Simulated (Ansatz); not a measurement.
# TiCo2: straining the crystal, equal strain of all cell vectors

One table from this session's results is given with a row withheld; the runs are named, their logs left out.

Program: Ansatz 0.2.0. Level of theory: DFT PBEsol, scalar-relativistic, plane waves, PAW. These are calculated values, not measurements.

3 further runs of the same task are left out: 3 set aside as unsound or not needed.

## The starting structure

Symmetry: Fd-3m, No. 227, cubic system. Conventional cell: a = 6.553 Å, b = 6.553 Å, c = 6.553 Å, α = 90.00°, β = 90.00°, γ = 90.00°. Ti (site symmetry -43m) is surrounded by 12 Co at 2.72 Å and 4 Ti at 2.84 Å. Co (site symmetry -3m) has 6 Co at 2.32 Å as nearest neighbours.

Coordinates:

```cif
data_structure
_symmetry_space_group_name_H-M 'P 1'
_symmetry_Int_Tables_number 1
_cell_length_a 4.6334
_cell_length_b 4.6334
_cell_length_c 4.6334
_cell_angle_alpha 60.000
_cell_angle_beta 60.000
_cell_angle_gamma 60.000
_cell_volume 70.34
loop_
_atom_site_label
_atom_site_type_symbol
_atom_site_fract_x
_atom_site_fract_y
_atom_site_fract_z
_atom_site_occupancy
Ti1 Ti 0.50000 0.50000 0.50000 1
Ti2 Ti 0.75000 0.75000 0.75000 1
Co1 Co 0.12500 0.12500 0.12500 1
Co2 Co 0.62500 0.12500 0.12500 1
Co3 Co 0.12500 0.12500 0.62500 1
Co4 Co 0.12500 0.62500 0.12500 1
```

It is the result of an earlier relaxation at this level (volume 11.72 Å³/atom; gap on the mesh: none (metal)).

Set-up of the first run:

Input file input.yaml:

```yaml
crystal:
  lattice:
    - [0.0, 3.2763182987, 3.2763182987]
    - [3.2763182987, 0.0, 3.2763182987]
    - [3.2763182987, 3.2763182987, 0.0]
  atoms:
    - { symbol: Ti, position: [0.5, 0.5, 0.5] }
    - { symbol: Ti, position: [0.75, 0.75, 0.75] }
    - { symbol: Co, position: [0.125, 0.125, 0.125] }
    - { symbol: Co, position: [0.625, 0.125, 0.125] }
    - { symbol: Co, position: [0.125, 0.125, 0.625] }
    - { symbol: Co, position: [0.125, 0.625, 0.125] }
basis:
  ecutwfc: 420
kpoints:
  mp_grid: { grid: [10, 10, 10] }
hamiltonian:
  xc: pbesol
scf:
  occupations: { method: gaussian, width: 0.1 }
output:
  forces: true
  stress: true
  eigenvalues: true
```

Command:

```console
$ ansatz run input.yaml --threads 1 --pin off --max-ram 2560MiB --backend cpu --events-out ev --progress --plain --runs-dir out
```

Steps of the session up to this table: Reference cell for the strains; The cell strained by -1.0 %; Strain +1.0 %; At -2.0 %; Strain +2.0 %; The cell strained by -3.0 %; At +3.0 %.

One table of the session follows, with a row left open; its other results are not shown here.

```
strain (%)  ΔE (meV/atom)  a (Å)  b (Å)  c (Å)
      -3.0           75.7  4.494  4.494  4.494
      -2.0              ?      ?      ?      ?
      -1.0            7.8  4.587  4.587  4.587
      +0.0            0.0  4.633  4.633  4.633
      +1.0            7.5  4.680  4.680  4.680
      +2.0           28.7  4.726  4.726  4.726
      +3.0           62.3  4.772  4.772  4.772
```

Q: Estimate the row for strain (%) = -2.0 from the others.

Worked estimate for «ΔE (meV/atom)». A straight line through the neighbours (-3.0, 75.7) and (-1.0, 7.8) gives 75.7 + (7.8 − 75.7) × (-2.0 + 3.0) / (-1.0 + 3.0) = 41.8; a parabola fitted to 3 rows on both sides gives 33.0.

**Answer.** ΔE (meV/atom): 32.4; a (Å): 4.541; b (Å): 4.541; c (Å): 4.541. In «ΔE (meV/atom)» the line misses by +9.4 and the parabola by +0.6.

ΔE is over the unstrained cell. Stress in GPa, positive in compression, on the Cartesian axes of the input. 

To keep in mind: Spin polarisation is off in the runs that give these values; a magnetic solution could lie lower. Warnings in the runs' records: seeded moment not kept.
